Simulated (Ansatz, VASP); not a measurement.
Si3C: VASP beside Ansatz

```
CELL_PARAMETERS angstrom
3.40873 0.00000 0.00000
0.00000 3.40873 0.00000
0.00000 0.00000 4.97239
ATOMIC_POSITIONS crystal
C 0.00000 0.00000 0.00000
Si 0.00000 0.50000 0.20212
Si 0.50000 0.50000 0.50000
Si 0.50000 0.00000 0.79788
```

Alike in both runs: task single point; functional PBE; k mesh 6 × 6 × 4; occupations fermi-dirac, width 0.02 eV; no spin polarisation.

|  | VASP | Ansatz |
| --- | --- | --- |
| version | VASP 6.6.1 | Ansatz 0.2.0 |
| potentials or method | VASP PAW PBE potentials, release 64 (C, Si) | plane waves, PAW |
| plane-wave cutoff (eV) | 520 | 420 |
| valence electrons in the cell | 16 | 16 |

```tsv
	VASP	Ansatz	Ansatz less VASP
pressure (GPa)	4.1	4.2	+0.07
largest component of the traceless stress (GPa)	0.30	0.30	+0.007
rms of the force components (eV/Å)	0.097	0.103	+0.0065
```

Atom by atom the forces differ by 0.006 eV/Å (rms over components).
